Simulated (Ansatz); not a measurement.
# W: the cost of one run

Computed with Ansatz 0.2.0 (DFT PBE, scalar-relativistic, plane waves, PAW, unless a step's input says otherwise).

The COD cell was measured well above room temperature, so it is larger than a cold one.

5 further runs of the same task are left out: 1 that didn't finish, 4 set aside as unsound or not needed.

### 1 Starting point

It takes space group Im-3m (No. 229, cubic). Conventional cell: a = 3.184 Å, b = 3.184 Å, c = 3.184 Å, α = 90.00°, β = 90.00°, γ = 90.00°. W (site symmetry m-3m) is surrounded by 8 W at 2.76 Å.

Structure file:

```
CELL_PARAMETERS angstrom
-1.59189 1.59189 1.59189
1.59189 -1.59189 1.59189
1.59189 1.59189 -1.59189
ATOMIC_POSITIONS crystal
W 0.00000 0.00000 0.00000
```

It is the result of an earlier relaxation at this level (volume 16.14 Å³/atom; gap on the mesh: none (metal)).

### 2 Phonons at rest

input.yaml reads:

```yaml
crystal:
  lattice:
    - [-1.5918876323, 1.5918876323, 1.5918876323]
    - [1.5918876323, -1.5918876323, 1.5918876323]
    - [1.5918876323, 1.5918876323, -1.5918876323]
  atoms:
    - { symbol: W, position: [0.0, 0.0, 0.0] }
basis:
  ecutwfc: 420
kpoints:
  mp_grid: { grid: [20, 20, 20] }
hamiltonian:
  xc: pbe
scf:
  occupations: { method: fermi_dirac, width: 0.15 }
output:
  eigenvalues: true
phonons:
  method: dfpt
  eigenvectors: true
  qmesh: [2, 2, 2]
  temperatures: { t_max: 1000, t_step: 100 }
  qpath:
    path:
      - [[0.0, 0.0, 0.0], [0.5, -0.5, 0.5], [0.0, 0.0, 0.5], [0.0, 0.0, 0.0], [0.25, 0.25, 0.25], [0.5, -0.5, 0.5]]
      - [[0.25, 0.25, 0.25], [0.0, 0.0, 0.5]]
    npoints: 8
```

Launch:

```console
ansatz run input.yaml --threads 1 --pin off --max-ram 1228MiB --backend cpu --events-out ev --progress --plain --runs-dir out
```

Q: Estimate wall time and peak memory on 1 thread of an Arm CPU, shared host.

About 2.7 min, with a peak of 0.83 GiB.
